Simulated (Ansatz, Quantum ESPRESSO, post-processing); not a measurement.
# Band line-up of the MgS/ZnSe(110) superlattice, 5 + 5 layers, a = 5.606 Å, part 7 of 7

Aim: valence and conduction offsets of the MgS/ZnSe(110) superlattice, 5 + 5 layers, a = 5.606 Å from the line-up of mean potentials.

Quantum ESPRESSO 7.5; plane-wave DFT, LDA, GBRV ultrasoft pseudopotentials; cross-check by Ansatz 0.2.0 with PAW datasets.

So far. Step 11 (Self-consistent run of the superlattice): The run needed 26 iterations to bring the estimated error under 1e-07 Ry; the largest force on any atom, held or free, is 0.82 eV/Å. Step 14 (Projected density of states): The atomic orbitals miss 0.4 % of the occupied states; for empty states the projections can miss much more.

## 16. Cross-check with Ansatz of bulk MgS

A second code with its own PAW datasets, on the same atoms.

Level of this step: plane-wave DFT, LDA, Ansatz PAW (Ansatz 0.2.0).

input.yaml

```yaml
crystal:
  lattice:
    - [5.606, 0.0, 0.0]
    - [0.0, 3.9640406153, 0.0]
    - [0.0, 0.0, 3.9640406153]
  atoms:
    - { symbol: Mg, position: [0.0, 0.0, 0.0] }
    - { symbol: S, position: [0.25, 0.5, 0.0] }
    - { symbol: Mg, position: [0.5, 0.5, 0.5] }
    - { symbol: S, position: [0.75, 0.0, 0.5] }
kpoints:
  mp_grid: { grid: [6, 8, 8] }
hamiltonian:
  xc: lda
scf:
  occupations: { method: fermi_dirac, width: 0.02 }
  convergence: { dr2_threshold: 1.0e-08 }
output:
  eigenvalues: true
checkpoint:
  write: az.a.run
  compress: false
  write_wavefunctions: false
```

Command:

```bash
$ ansatz run input.yaml --threads 4 --pin off --max-ram 8192MiB --backend cpu --events-out ev --progress --plain --runs-dir out
```

Numbers of over 12 decimals in the logs are rounded to 6 here.

Output:

```text
[...]
Crystal: 4 atoms, lattice volume = 88.091 Å³
Basis set: ecut = 420 eV, 1715 PW (Γ)
Bands: 20, of which v1, the nominal top of the filled ones, is band 16 counted from 1 (15 counted from 0)
Symmetry: 16 space group operations
[...]
k-points: 60 of 384 (time reversal used)
[...]
SCF iter   1: F=—  HF=-5548.025451 eV  |F-HF|=—  |Δ(HF+E_count)|=         —  Δρ=6.08e-3  dr2=2.34e-2  ethr=1.77e-3  ⟨swp⟩=6.4  Hψ=6151  notcnv=0
[...]
SCF iter   7: F=-5548.009075 eV  HF=-5548.009075 eV  |F-HF|=6.69e-10  |Δ(HF+E_count)|=   2.07e-8  Δρ=1.39e-6  dr2=2.26e-9  ethr=3.13e-11  ⟨swp⟩=3.0  Hψ=2871  notcnv=0
SCF 1 converged in 7 iterations: F = -5548.009075 eV  dr2 = 2.26e-9
[...]
SCF converged after 7 iterations
Free energy (F): -5548.009075 eV
[...]
Internal energy: -5548.009075 eV  (E = F + TS)
E sigma→0 (E₀):  -5548.009075 eV
Fermi energy:    4.854822 eV
[...]
--- Band table (eV; the first three rows and the last of 60) ---
  k-point 0: bands = [... 12 lower, 2.0806, 3.1695, 3.1695, 3.1695, 6.5018, 6.8025, 8.6269, 10.9843]
  k-point 1: bands = [... 12 lower, 2.1417, 2.6828, 3.0637, 3.1605, 7.0089, 7.1390, 9.0267, 10.8039]
  k-point 2: bands = [... 12 lower, 1.7911, 2.3123, 2.7485, 3.1169, 7.7862, 7.9680, 10.0284, 10.5307]
  k-point 59: bands = [... 12 lower, 1.2133, 1.2133, 1.7511, 1.7511, 8.5292, 8.5292, 11.0717, 11.0717]
```

Wall time 2.1 s (4 threads of Arm Neoverse V2, shared host); peak memory 0.4 GiB; 8 s of CPU time.

Read from the output:

```
free energy         : -5548.0091 eV
Fermi energy        : 4.855 eV
gap by band count   : 3.332 eV
symmetry operations : 16
```

## 17. Cross-check with Ansatz of bulk ZnSe

input.yaml, the sections that differ from step 16:

```yaml
crystal:
  lattice:
    - [5.606, 0.0, 0.0]
    - [0.0, 3.9640406153, 0.0]
    - [0.0, 0.0, 3.9640406153]
  atoms:
    - { symbol: Zn, position: [0.0, 0.0, 0.0] }
    - { symbol: Se, position: [0.25, 0.5, 0.0] }
    - { symbol: Zn, position: [0.5, 0.5, 0.5] }
    - { symbol: Se, position: [0.75, 0.0, 0.5] }
checkpoint:
  write: az.b.run
  compress: false
  write_wavefunctions: false
# kpoints, hamiltonian, scf, output: as in step 16
```

Output:

```text
[...]
Crystal: 4 atoms, lattice volume = 88.091 Å³
Basis set: ecut = 420 eV, 1715 PW (Γ)
Bands: 34, of which v1, the nominal top of the filled ones, is band 28 counted from 1 (27 counted from 0)
Symmetry: 16 space group operations
[...]
k-points: 60 of 384 (time reversal used)
[...]
SCF iter   1: F=—  HF=-17261.698619 eV  |F-HF|=—  |Δ(HF+E_count)|=         —  Δρ=5.37e-3  dr2=1.45e-2  ethr=1.77e-3  ⟨swp⟩=6.1  Hψ=8903  notcnv=0
[...]
SCF iter   3: F=—  HF=-17261.694101 eV  |F-HF|=—  |Δ(HF+E_count)|=   5.94e-4  Δρ=1.76e-3  dr2=1.31e-3  ethr=7.95e-6  ⟨swp⟩=2.0  Hψ=3134  notcnv=0  defer=53
automatic band count: iteration 3 solves 33 bands in place of 34: the levels show a gap, and the empty bands left out lie too high to hold charge; the band table lists the bands solved (type scf.n_extra_bands for more)
SCF iter   4: F=—  HF=-17261.693599 eV  |F-HF|=—  |Δ(HF+E_count)|=   5.02e-4  Δρ=3.03e-4  dr2=6.98e-5  ethr=2.34e-6  ⟨swp⟩=2.0  Hψ=2866  notcnv=0  defer=53
[...]
SCF iter   8: F=-17261.693608 eV  HF=-17261.693608 eV  |F-HF|=9.02e-10  |Δ(HF+E_count)|=   5.53e-8  Δρ=1.41e-6  dr2=2.04e-9  ethr=1.79e-11  ⟨swp⟩=5.0  Hψ=7294  notcnv=0
SCF 1 converged in 8 iterations: F = -17261.693608 eV  dr2 = 2.04e-9
[...]
SCF converged after 8 iterations
Free energy (F): -17261.693608 eV
[...]
Internal energy: -17261.693608 eV  (E = F + TS)
E sigma→0 (E₀):  -17261.693608 eV
Fermi energy:    7.504612 eV
[...]
--- Band table (eV; the first three rows and the last of 60) ---
  k-point 0: bands = [... 24 lower, 4.5900, 6.9102, 6.9103, 6.9103, 8.0749, 9.6525, 10.2344, 12.6176, ... 1 higher]
  k-point 1: bands = [... 24 lower, 4.6993, 5.8949, 6.6513, 6.8608, 8.9533, 9.9501, 10.8483, 12.4319, ... 1 higher]
  k-point 2: bands = [... 24 lower, 4.5582, 5.0055, 5.9526, 6.6943, 9.9367, 10.3173, 12.3586, 12.4615, ... 1 higher]
  k-point 59: bands = [... 24 lower, 3.9748, 3.9748, 4.0576, 4.0576, 12.2593, 12.2593, 12.5080, 12.5080, ... 1 higher]
```

Elapsed: 4.1 s, on 4 threads; peak memory 0.41 GiB.

Numbers from this step:

- free energy: -17261.6936 eV
- Fermi energy: 7.505 eV
- gap by band count: 1.165 eV

## 18. Offsets by Ansatz's align-bands

Level of this step: band offsets by ansatz align-bands; plane-wave DFT, LDA, Ansatz PAW (Ansatz 0.2.0).

align.yaml

```yaml
offset:
  left:
    bulk: { run: az.a.run }
    window: [1.982020307666, 5.946060922998]
    period: 3.964040615332
  right:
    bulk: { run: az.b.run }
    window: [11.892121846, 15.85616246133]
    period: 3.964040615332
  interface: { run: relax.run, axis: 3 }
```

Command:

```bash
$ ansatz align-bands align.yaml -- --threads 4 --pin off
```

Output:

```text
valence offset +1.092 eV, conduction offset -1.076 eV (right less left)
  left: levels by lda on the potential of lda; from 1.98 to 5.95 Å its average varies by 0.0045 eV and climbs by -0.0000; the bulk's density to 0.00 %
  right: levels by lda on the potential of lda; from 11.89 to 15.86 Å its average varies by 0.0053 eV and climbs by +0.0000; the bulk's density to 0.00 %
  line-up +0.3682 eV
```

Run time: 21 s. Hardware: 4 threads.

Read from the output:

* valence offset: 1.092 eV
* conduction offset: -1.076 eV
* step of the mean potential: 0.3682 eV
* first crystal's valence top on the superlattice's zero: 4.489 eV
* first crystal's conduction bottom on that zero: 7.822 eV
* second crystal's valence top on the superlattice's zero: 5.581 eV
* second crystal's conduction bottom on that zero: 6.746 eV

The step of the mean potential differs from pw.x's, since each set of potentials has its own local parts; only the offsets compare.

## 19. All levels side by side

All levels:

```
                level  valence offset (eV)  conduction offset (eV)  CPU time (s)
QE LDA GBRV ultrasoft                1.101                  -1.074          4643
       Ansatz LDA PAW                1.092                  -1.076         202.9
```

The times are CPU seconds on a shared host, for the superlattice and both crystals; the codes use unlike cutoffs and datasets, and Ansatz's time holds its run of the superlattice.

## 20. SCF with pw.x of bulk ZnSe, with smearing = mp and degauss = 0.005

A sensitivity test on the input.

Level of this step: plane-wave DFT, LDA, GBRV ultrasoft pseudopotentials (Quantum ESPRESSO 7.5).

b.w0.in

```
&control
  prefix = 'b.w0'
  outdir = './out'
  pseudo_dir = './pseudo'
  calculation = 'scf'
  tprnfor = .true.
/
&system
  ibrav = 0
  nat = 4
  ntyp = 2
  ecutwfc = 40
  ecutrho = 200
  occupations = 'smearing'
  smearing = 'mp'
  degauss = 0.005
/
&electrons
  conv_thr = 1e-07
  mixing_beta = 0.5
  electron_maxstep = 120
/
ATOMIC_SPECIES
  Zn  65.3800  zn_lda_v1.uspp.F.UPF
  Se  78.9710  se_lda_v1.uspp.F.UPF
CELL_PARAMETERS angstrom
  5.60600000000000 0.00000000000000 0.00000000000000
  0.00000000000000 3.96404061533178 0.00000000000000
  0.00000000000000 0.00000000000000 3.96404061533178
ATOMIC_POSITIONS crystal
  Zn  0.000000000000 0.000000000000 0.000000000000
  Se  0.250000000000 0.500000000000 0.000000000000
  Zn  0.500000000000 0.500000000000 0.500000000000
  Se  0.750000000000 0.000000000000 0.500000000000
K_POINTS automatic
  6 8 8 0 0 0
```

Command:

```bash
$ OMP_NUM_THREADS=1 mpirun -n 4 pw.x -nk 4 -in b.w0.in > b.w0.out
```

Output:

```text
[banner, memory and clock lines left out]
Program PWSCF v.7.5 starts
[citation notice left out]

[...]
Message from routine setup:
[...]
bravais-lattice index     =            0
     lattice parameter (alat)  =      10.5938  a.u.
     unit-cell volume          =     594.4644 (a.u.)^3
     number of atoms/cell      =            4
     number of atomic types    =            2
     number of electrons       =        52.00
     number of Kohn-Sham states=           31
     kinetic-energy cutoff     =      40.0000  Ry
     charge density cutoff     =     200.0000  Ry
     scf convergence threshold =      1.0E-07
     mixing beta               =       0.5000
     number of iterations used =            8  plain     mixing
     Exchange-correlation= SLA  PZ   NOGX NOGC
                           (   1   1   0   0   0   0   0)

[...]
PseudoPot. # 1 for Zn read from file:
     ./pseudo/zn_lda_v1.uspp.F.UPF
     Pseudo is Ultrasoft, Zval = 20.0
     Generated by new atomic code, or converted to UPF format
     Using radial grid of  943 points,  6 beta functions with:
                l(1) =   0
                l(2) =   0
                l(3) =   1
                l(4) =   1
                l(5) =   2
                l(6) =   2
     Q(r) pseudized with  8 coefficients,  rinner =    1.100   1.100   1.100
                                                       1.100   1.100

     PseudoPot. # 2 for Se read from file:
     ./pseudo/se_lda_v1.uspp.F.UPF
     Pseudo is Ultrasoft + core correction, Zval =  6.0
     Generated by new atomic code, or converted to UPF format
     Using radial grid of  877 points,  6 beta functions with:
                l(1) =   0
                l(2) =   0
                l(3) =   1
                l(4) =   1
                l(5) =   2
                l(6) =   2
     Q(r) pseudized with  8 coefficients,  rinner =    1.300   1.300   1.300
                                                       1.300   1.300

     atomic species   valence    mass     pseudopotential
     Zn               20.00    65.38000     Zn( 1.00)
     Se                6.00    78.97100     Se( 1.00)

      8 Sym. Ops. (no inversion) found

[...]
number of k points=    60  Methfessel-Paxton smearing, width (Ry)=  0.0050
[...]
Dense  grid:    28363 G-vectors     FFT dimensions: (  48,  36,  36)

     Smooth grid:    20271 G-vectors     FFT dimensions: (  45,  32,  32)

     Initial potential from superposition of free atoms

     starting charge      51.9997, renormalised to      52.0000
     Starting wfcs are   34 randomized atomic wfcs

     per-process dynamical memory:    44.8 Mb

     Self-consistent Calculation

     iteration #  1     ecut=    40.00 Ry     beta= 0.50
     Davidson diagonalization with overlap
     ethr =  1.00E-02,  avg # of iterations =  3.7

     Threshold (ethr) on eigenvalues was too large:
     Diagonalizing with lowered threshold

     Davidson diagonalization with overlap
     ethr =  2.70E-04,  avg # of iterations =  2.8

     total energy              =   -1009.00915124 Ry
     estimated scf accuracy    <       0.14085882 Ry

     iteration #  2     ecut=    40.00 Ry     beta= 0.50
[...]
total energy              =   -1009.04417254 Ry
     estimated scf accuracy    <       0.03986246 Ry

     iteration #  3     ecut=    40.00 Ry     beta= 0.50
[...]
total energy              =   -1009.05110564 Ry
     estimated scf accuracy    <       0.00224284 Ry

     iteration #  4     ecut=    40.00 Ry     beta= 0.50
[...]
total energy              =   -1009.05111373 Ry
     estimated scf accuracy    <       0.00028719 Ry

     iteration #  5     ecut=    40.00 Ry     beta= 0.50
[...]
total energy              =   -1009.05114967 Ry
     estimated scf accuracy    <       0.00000720 Ry

     iteration #  6     ecut=    40.00 Ry     beta= 0.50
[...]
total energy              =   -1009.05115873 Ry
     estimated scf accuracy    <       0.00000169 Ry

     iteration #  7     ecut=    40.00 Ry     beta= 0.50
[...]
total energy              =   -1009.05115954 Ry
     estimated scf accuracy    <       0.00000051 Ry

     iteration #  8     ecut=    40.00 Ry     beta= 0.50
[...]
End of self-consistent calculation

          k = 0.0000 0.0000 0.0000 (  2509 PWs)   bands (ev):

  -118.0667-118.0664 -72.6983 -72.6982 -72.6982 -72.6980 -72.6979 -72.6979
    -7.0676  -5.9271  -0.3037  -0.3037  -0.3037  -0.2889  -0.0344  -0.0344
     0.0893   0.0894   0.1416   0.2777   1.4971   4.1476   4.1476   6.4754
     6.4756   6.4756   7.6313   9.2091   9.7892  12.1694  12.1694

          k = 0.0000 0.0000 0.1768 (  2545 PWs)   bands (ev):

  -118.0668-118.0664 -72.6983 -72.6982 -72.6982 -72.6980 -72.6979 -72.6979
    -6.9949  -5.9273  -0.3034  -0.2938  -0.2883  -0.2609  -0.0467  -0.0309
     0.0854   0.0908   0.1327   0.3180   1.5086   3.7364   4.2571   5.4569
     6.2153   6.4258   8.5118   9.5066  10.4045  11.9848  12.2811

[...]
the Fermi energy is     7.2178 ev

!    total energy              =   -1009.05115957 Ry
     estimated scf accuracy    <       0.00000005 Ry
     smearing contrib. (-TS)   =       0.00000000 Ry
     internal energy E=F+TS    =   -1009.05115957 Ry

     The total energy is F=E-TS. E is the sum of the following terms:
     one-electron contribution =    -932.21063334 Ry
     hartree contribution      =     478.64364831 Ry
     xc contribution           =    -141.75849832 Ry
     ewald contribution        =    -413.72567622 Ry

     convergence has been achieved in   8 iterations

     Forces acting on atoms (cartesian axes, Ry/au):

     atom    1 type  1   force =     0.00000000    0.00000000    0.00000000
     atom    2 type  2   force =     0.00000024    0.00000000    0.00000000
     atom    3 type  1   force =     0.00000000    0.00000000    0.00000000
     atom    4 type  2   force =    -0.00000024    0.00000000    0.00000000

     Total force =     0.000000     Total SCF correction =     0.000032
     SCF correction compared to forces is large: reduce conv_thr to get better values

[...]
```

Run time: 17 s. Hardware: 4 MPI ranks; peak memory 0.39 GiB.

Beside the run it was changed from:

```
        quantity   this run  unchanged run  difference
free energy (eV)  -13728.84      -13728.84           0
   wall time (s)         17             17            
  SCF iterations          8              8
```

The free energy moves by +0 meV an atom.

## 21. Results

| Quantity | Value |
| --- | --- |
| valence top of ZnSe less that of MgS | 1.10 eV |
| conduction bottom of ZnSe less that of MgS | -1.07 eV |
| gap of bulk MgS along the path | 3.33 eV |
| gap of bulk ZnSe along the path | 1.16 eV |
| the valence offset by Ansatz | 1.09 eV |

What this shows: The valence top of ZnSe lies 1.10 eV above that of MgS, and its conduction bottom 1.07 eV below (LDA, GBRV ultrasoft). At this level the alignment is straddling (type I): one gap lies inside the other. The conduction bottom lies at Γ in MgS and at Γ in ZnSe. The atoms are held on ideal sites, so the interface is not relaxed. The thickness of the layers was not varied. Quantum ESPRESSO and Ansatz give 1.10 and 1.09 eV for the valence offset, which agree. Both crystals are held cubic at a = 5.606 Å, a typed value between or near their lattice constants, which no run here tested; a real film grown on one of them would be clamped in the plane and relax along the normal. Semilocal gaps are too small and can put the valleys in the wrong order, which spoils the conduction offset more than the valence offset. Spin-orbit coupling is left out; depending on the atoms that carry the levels of interest, it can split and shift them by tens to hundreds of meV.

[Logs are printed without paths, hosts, clocks, repeated set-up lines and the standing remarks that a program may print on its own settings, such as how far it seeks lower states.]

[Hosts, paths, dates, database ids (printed as entryN), source tags and the programs' standing remarks are cut or masked in the printed files.]

[Maps of the electrostatic potential energy from Ansatz leave out the sawtooth potential of an applied field or a dipole correction, so their vacuum need not be flat; planar profiles and work functions include it.]
